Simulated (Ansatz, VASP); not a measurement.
# KCl in VASP and in Ansatz

```
K Cl
1.0
     0.00000    3.19074    3.19074
     3.19074    0.00000    3.19074
     3.19074    3.19074    0.00000
K Cl
1 1
Direct
  0.00000 0.00000 0.00000
  0.50000 0.50000 0.50000
```

Alike in both runs: task single point; functional PBE; k mesh 10 × 10 × 10; occupations gaussian, width 0.05 eV; no spin polarisation.

|  | VASP | Ansatz |
| --- | --- | --- |
| version | VASP 6.6.1 | Ansatz 0.2.0 |
| potentials or method | VASP PAW PBE potentials, release 64 (K_sv, Cl) | scalar-relativistic, plane waves, PAW |
| plane-wave cutoff (eV) | 520 | 420 |
| valence electrons in the cell | 16 | 16 |

```csv
,VASP,Ansatz,Ansatz less VASP
gap on the k mesh at the Fermi level (eV),5.05,5.05,+0.002
least direct gap on the mesh (eV),5.05,5.05,+0.002
pressure (GPa),0.0,0.0,-0.01
```

A k mesh can miss the band edges. A hybrid or GW would open this gap; PBE tends to underestimate it.
